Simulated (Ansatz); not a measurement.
# simple cubic against fcc along the 3d metals

Theory: Ansatz, DFT, PBEsol, plane waves (420 eV) with PAW, scalar-relativistic. The PAW files were generated under PBE, with cores re-solved for the functional.

Each structure is relaxed within its symmetry, in the lowest magnetic state of the tried starts. Differences under about 8 meV lie within the error of the k-point mesh.

| element | E(simple cubic) − E(fcc) (meV/atom) | V(simple cubic) (Å³/atom) | V(fcc) (Å³/atom) | state of simple cubic | state of fcc |
| --- | --- | --- | --- | --- | --- |
| Sc | 721 | 24.85 | 23.70 | spin not included | spin not included |
| Ti | 787 | 17.57 | 16.71 | spin not included | spin not included |
| V | 614 | 14.01 | 13.41 | spin not included | spin not included |
| Mn | 773 | 12.43 | 10.52 | antiferromagnetic | antiferromagnetic |
| Fe | 827 | 12.63 | 10.16 | ferromagnetic | antiferromagnetic |
| Co | 844 | 12.10 | 10.44 | ferromagnetic | ferromagnetic |
| Ni | 773 | 11.98 | 10.39 | ferromagnetic | ferromagnetic |
| Cu | 531 | 13.14 | 11.31 | spin not included | spin not included |
| Zn | 264 | 16.85 | 14.19 | spin not included | spin not included |
